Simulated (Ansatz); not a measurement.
The calculation used DFT PBE, scalar-relativistic, plane waves, PAW (Ansatz 0.2.0). Settings: cutoff 420 eV, Γ-centred meshes spaced at most about 0.3 Å⁻¹, and about 0.25 Å⁻¹ or finer for metals (2π included), Gaussian smearing. Spin is collinear.

Each guess is relaxed in cell and atoms at zero pressure, on a coarse mesh first where it starts far from rest and then on a converged one. The steps can't lower the symmetry of the start, but it can rise. Energies are static (0 K, no zero-point motion).

Two unrelaxed guesses for GdO4:

A. (collinear spin from parallel moments)

```yaml
crystal:
  lattice:
    - [4.27743, 0.00000, 0.00000]
    - [0.00000, 4.27743, 0.00000]
    - [0.00000, 0.00000, 4.27743]
  atoms:
    - { symbol: Gd, position: [0.00000, 0.00000, 0.00000] }
    - { symbol: O, position: [0.24378, 0.75622, 0.75622] }
    - { symbol: O, position: [0.75622, 0.24378, 0.75622] }
    - { symbol: O, position: [0.75622, 0.75622, 0.24378] }
    - { symbol: O, position: [0.24378, 0.24378, 0.24378] }
```

B. (collinear spin from parallel moments)

```yaml
crystal:
  lattice:
    - [-2.71660, 2.71660, 2.71660]
    - [2.71660, -2.71660, 2.71660]
    - [2.71660, 2.71660, -2.71660]
  atoms:
    - { symbol: Gd, position: [0.00000, 0.00000, 0.00000] }
    - { symbol: O, position: [0.34960, 0.34960, 0.34960] }
    - { symbol: O, position: [0.65040, 0.00000, 0.00000] }
    - { symbol: O, position: [0.00000, 0.00000, 0.65040] }
    - { symbol: O, position: [0.00000, 0.65040, 0.00000] }
```

Problem. Do they relax into the same structure? If not, which is lower?

Solution. No. B ends lower, by 0.42 eV/atom. A: P-43m at 15.7 Å³/atom → P-43m at 13.4 Å³/atom; B: I-43m at 16.0 Å³/atom → Im-3m at 15.2 Å³/atom. Counting O atoms around Gd (those within 1.25 times the shortest such distance or 1.15 times the sum of covalent radii), the end of A has Gd 4 and the end of B has Gd 8. End of A. Conventional cell: a = 4.064 Å. Gd has 4 O at 2.17 Å; O is surrounded by 1 Gd at 2.17 Å and 3 O at 2.20 Å. End of B. Conventional cell: a = 5.339 Å. Around Gd lie 8 O at 2.31 Å; around O lie 2 Gd at 2.31 Å and 6 O at 2.67 Å.

Ends held by symmetry can be saddle points. Neither end is the lowest form computed: that has space group R-3m (No. 166) and lies 0.71 eV/atom below the better end. In such compounds of Gd a zero gap at this level may well be an artefact, since no Hubbard U is applied. The magnetic state reached may not be the lowest. Some structure types and database cells were kept out of the candidates from the start, so a known form may be missing.
